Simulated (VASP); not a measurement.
A run of VASP 6.6.1 is set up as follows.

File INCAR:

```
ALGO = Fast
EDIFF = 1E-6
ENCUT = 520
GGA = PE
ISIF = 2
ISMEAR = -1
LASPH = True
LCHARG = False
LREAL = False
LWAVE = False
NBANDS = 82
NELM = 60
PREC = Accurate
SIGMA = 0.05
```

Contents of KPOINTS:

```
k-points
0
Gamma
  3 3 2
```

File POSCAR:

```
In
1.0
   -3.2456294400      3.2456294400      4.9312975400
    3.2456294400     -3.2456294400      4.9312975400
    4.8684441600      4.8684441600     -7.3969463100
In
11
Direct
   -0.0178325769      0.0380079013      0.0050093005
   -0.0424808374      0.0120309309      0.3255454819
   -0.0187589201      0.0161631196      0.6657911426
    0.0321664255      0.5334528570      0.3650928185
    0.0038130968      0.5051080012      0.6936260105
    0.4751055300     -0.0234781901     -0.0298335557
    0.3868143166     -0.1117446009      0.2567548192
    0.4994395374      0.0009115847      0.6536562597
    0.5366134724      0.4835661350      0.0050932083
    0.5107085124      0.4589724769      0.3256147032
    0.5149437269      0.4827525905      0.6659270176
```

Potentials or basis: VASP PAW PBE potentials, release 64 (In_d).

The run is started by

```bash
$ cat potpaw_PBE.64/In_d/POTCAR > POTCAR
$ mpirun -np 1 vasp_std > vasp.out
```

Problem. What does it give for the pressure?

Solution. 0.0 GPa.

Problem. Estimate the largest force.

Solution. 0.132 eV/Å.

Problem. What does it give for the band gap on the k mesh?

Solution. None (metal or under the smearing width).

Forces in eV/Å, atoms in the order of the input:
```
In  -0.021 -0.002 -0.022
In  -0.030  0.016  0.007
In  -0.005 -0.002 -0.019
In  -0.014 -0.014 -0.002
In  -0.004 -0.004  0.005
In  -0.015 -0.014 -0.010
In   0.065  0.066  0.093
In   0.010  0.010 -0.019
In  -0.002 -0.021 -0.022
In   0.017 -0.030  0.006
In  -0.001 -0.005 -0.019
```

Caveat: the k mesh is coarse (spacing up to 0.46 Å⁻¹), so the values aren't converged.
